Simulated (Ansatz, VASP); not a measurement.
RbBr: VASP beside Ansatz

```
Rb Br
1.0
     0.00000    3.22540    3.87048
     3.22540    0.00000    3.87048
     3.22540    3.22540    0.00000
Rb Br
1 1
Direct
  0.00000 0.00000 0.00000
  0.50000 0.50000 0.50000
```

Alike in both runs: task single point; functional PBE; k mesh 6 × 6 × 6; occupations gaussian, width 0.05 eV; no spin polarisation.

```csv
,VASP,Ansatz
version,VASP 6.6.1,Ansatz 0.2.0
potentials or method,"VASP PAW PBE potentials, release 64 (Rb_sv, Br)","scalar-relativistic, plane waves, PAW"
plane-wave cutoff (eV),520,420
valence electrons in the cell,16,16
```

VASP gave:

- gap on the k mesh at the Fermi level (eV): 4.21
- least direct gap on the mesh (eV): 4.21
- pressure (GPa): 2.4
- largest component of the traceless stress (GPa): 3.32

Question: Estimate Ansatz's values.

Answer: gap on the k mesh at the Fermi level (eV): 4.21; least direct gap on the mesh (eV): 4.21; pressure (GPa): 2.4; largest component of the traceless stress (GPa): 3.28.

The functional is the same, so the differences come from potentials, cutoffs and numerics.
